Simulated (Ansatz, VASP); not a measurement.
One calculation of Cu, two programs

File INCAR:

```
SYSTEM = Cu
  ALGO = Normal
  EDIFF = 1E-6
  ENCUT = 520
  GGA = RP
  ISIF = 2
  ISMEAR = -1
  LASPH = .TRUE.
  LCHARG = .FALSE.
  LREAL = .FALSE.
  LWAVE = .FALSE.
  NBANDS = 18
  NELM = 60
  PREC = Accurate
  SIGMA = 0.1
```

File KPOINTS:

```
k-points
0
G
  11 11 11
  0 0 0
```

File POSCAR:

```
Cu
1.0
    0.0000000000      2.7932498876      2.7932498876
    2.7932498876      0.0000000000      2.7932498876
    2.7932498876      2.7932498876      0.0000000000
Cu
2
Direct
    0.1250000000      0.1250000000      0.1250000000
    0.8750000000      0.8750000000      0.8750000000
```

Input for Ansatz:

```yaml
crystal:
  lattice:
    - [0.0, 2.7932498876, 2.7932498876]
    - [2.7932498876, 0.0, 2.7932498876]
    - [2.7932498876, 2.7932498876, 0.0]
  atoms:
    - { symbol: Cu, position: [0.125, 0.125, 0.125] }
    - { symbol: Cu, position: [0.875, 0.875, 0.875] }
hamiltonian:
  xc: rpbe
  pseudopotentials:
    kind: paw
    azcp:
      Cu: "pseudopotentials/Cu.paw.azcp"
basis:
  ecutwfc: 420
  fft_grid_basis: typed
kpoints:
  mp_grid: { grid: [11, 11, 11], shift: [0, 0, 0] }
magnetization:
  spin_polarized: false
scf:
  occupations: { method: fermi_dirac, width: 0.1 }
  lower_state_search: "off"
output:
  stress: true
  write_density: true
  write_potential: true
  elf: true
  volumetric_format: npy
```

Alike in both runs: task single point; functional RPBE; k mesh 11 × 11 × 11; occupations fermi-dirac, width 0.1 eV; no spin polarisation.

|  | VASP | Ansatz |
| --- | --- | --- |
| version | VASP 6.6.1 | Ansatz 0.2.0 |
| potentials or method | VASP PAW PBE potentials, release 64 (Cu) | plane waves (420 eV) with PAW, scalar-relativistic |
| plane-wave cutoff (eV) | 520 | 420 |
| valence electrons in the cell | 22 | 38 |

|  | VASP | Ansatz | Ansatz less VASP |
| --- | --- | --- | --- |
| pressure (GPa) | -2.8 | -2.8 | -0.04 |

The two sets of potentials don't hold the same shells in valence.

Caveats: the PAW data sets were made with another functional, which shifts forces and pressure a little (VASP).
